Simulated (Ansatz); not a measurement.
## SiO$_{2}$: computed DOS

```yaml
crystal:
  lattice:
    - [-2.37405, 2.37405, 3.74400]
    - [2.37405, -2.37405, 3.74400]
    - [2.37405, 2.37405, -3.74400]
  atoms:
    - { symbol: Si, position: [0.00000, 0.00000, 0.00000] }
    - { symbol: Si, position: [0.75000, 0.25000, 0.50000] }
    - { symbol: O, position: [0.99838, 0.62500, 0.87338] }
    - { symbol: O, position: [0.37500, 0.24838, 0.37338] }
    - { symbol: O, position: [0.75162, 0.12500, 0.12662] }
    - { symbol: O, position: [0.87500, 0.00162, 0.62662] }
```

The conventional cell has a = 4.748 Å, b = 4.748 Å, c = 7.488 Å, α = 90.00°, β = 90.00°, γ = 90.00°. Around Si (atom 1) lie 4 O at 1.62 Å. Around O (atom 3) lie 2 Si at 1.62 Å.

The cell is COD entry 9006285, as deposited and not checked against the literature; nothing was relaxed.

The calculation used DFT, PBEsol, all-electron LAPW, scalar-relativistic in Ansatz 0.2.0.

Numerical set-up: a Γ-centred 7×7×7 k mesh, Fermi–Dirac smearing of 0.03 eV, basis error target 1 meV/atom, no spin polarisation.

States per eV and cell, averaged over 0.4 eV, from -9.0 to 0.0 eV, with energies (bin centres) from the valence-band top; empty bins are left out. The partial columns, the largest 3 alone, are projections on Löwdin-orthogonalised atomic shells (those that the program's projection atoms carry: the occupied ones and, for some elements, an empty d or f shell; other empty shells have no column), summed over atoms of an element. Weights on diffuse s and p shells depend on that basis and aren't pure angular character.

| E (eV) | total | O 2p | Si 3p | Si 3s |
| --- | --- | --- | --- | --- |
| -8.9 | 0.04 | 0.02 | 0.00 | 0.01 |
| -8.5 | 0.54 | 0.36 | 0.01 | 0.15 |
| -8.1 | 1.24 | 0.82 | 0.04 | 0.31 |
| -7.7 | 1.91 | 1.28 | 0.10 | 0.42 |
| -7.3 | 1.24 | 0.84 | 0.08 | 0.24 |
| -6.9 | 0.20 | 0.14 | 0.02 | 0.03 |
| -6.5 | 1.32 | 0.93 | 0.14 | 0.17 |
| -6.1 | 1.87 | 1.34 | 0.24 | 0.19 |
| -5.7 | 1.39 | 1.01 | 0.23 | 0.09 |
| -5.3 | 1.04 | 0.77 | 0.24 | 0.01 |
| -4.9 | 7.82 | 5.99 | 1.65 | 0.02 |
| -4.5 | 1.40 | 1.09 | 0.28 | 0.00 |
| -2.9 | 3.19 | 2.58 | 0.37 | 0.00 |
| -2.5 | 5.30 | 4.56 | 0.41 | 0.01 |
| -2.1 | 5.89 | 5.34 | 0.27 | 0.01 |
| -1.7 | 4.23 | 3.84 | 0.19 | 0.01 |
| -1.3 | 5.12 | 4.78 | 0.16 | 0.00 |
| -0.9 | 6.26 | 5.89 | 0.12 | 0.02 |
| -0.5 | 2.68 | 2.59 | 0.03 | 0.00 |
| -0.1 | 7.32 | 7.12 | 0.07 | 0.01 |

Problem. Which of the resolved shells contributes most in the top eV of the valence band?

Solution. O 2p, with 96 % of all states there; Si 3p follows with 1 %.
